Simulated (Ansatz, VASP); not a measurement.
# SiC2: VASP beside Ansatz

```
CELL_PARAMETERS angstrom
0.00000 3.28750 4.43419
2.49418 0.00000 4.43419
2.49418 3.28750 0.00000
ATOMIC_POSITIONS crystal
Si 0.28399 0.71601 0.71601
Si 0.71601 0.28399 0.28399
C 0.66078 0.95471 0.33922
C 0.04529 0.33922 0.95471
C 0.95471 0.66078 0.04529
C 0.33922 0.04529 0.66078
```

Alike in both runs: functional PBE; k mesh 4 × 4 × 4; occupations gaussian, width 0.1 eV; no spin polarisation.

Ansatz relaxed the structure, and its values are those at the end. VASP's run is a single point on that final structure, the one shown.

```csv
,VASP,Ansatz
version,VASP 6.6.1,Ansatz 0.2.0
potentials or method,"VASP PAW PBE potentials, release 64 (Si, C)","scalar-relativistic, plane waves, PAW"
plane-wave cutoff (eV),520,420
valence electrons in the cell,24,24
```

|  | VASP | Ansatz | Ansatz less VASP |
| --- | --- | --- | --- |
| gap on the k mesh at the Fermi level (eV) | none | none | - |
| pressure (GPa) | 0.0 | -0.1 | -0.09 |
| rms of the force components (eV/Å) | 0.017 | 0.007 | -0.0098 |

A gap of «none» marks a metal or a gap that the smearing closes.

Caveats: the k mesh is coarse (spacing up to 0.43 Å⁻¹), so the values aren't converged.
